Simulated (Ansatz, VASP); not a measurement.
## AlNi in VASP and in Ansatz

```
Al Ni
1.0
     2.80143    0.00000    0.00000
     0.00000    2.80143    0.00000
     0.00000    0.00000    2.95026
Al Ni
1 1
Direct
  0.00000 0.00000 0.00000
  0.50000 0.50000 0.50000
```

Change from the starting cell: biaxial strain in the a-b plane, c and atoms relaxed: -2.0 %.

Alike in both runs: functional PBEsol; k mesh 18 × 18 × 18; occupations gaussian, width 0.1 eV; no spin polarisation.

Ansatz relaxed the structure, and its values are those at the end. VASP's run is a single point on that final structure, the one shown.

```csv
,VASP,Ansatz
version,VASP 6.6.1,Ansatz 0.2.0
potentials or method,"VASP PAW PBE potentials, release 64 (Al, Ni)","scalar-relativistic, plane waves, PAW"
plane-wave cutoff (eV),520,420
valence electrons in the cell,13,21
```

```csv
,VASP,Ansatz,Ansatz less VASP
gap on the k mesh at the Fermi level (eV),none,none,-
pressure (GPa),2.5,2.4,-0.10
```

A gap of «none» marks a metal or a gap that the smearing closes. With one functional, cell and mesh, what is left measures potentials, basis and numerics. The two sets of potentials don't hold the same shells in valence.

Caveats: the PAW data sets were made with another functional, which shifts forces and pressure a little (VASP). Spin polarisation is off, so any magnetic state and its effect on volume and gap are missing.
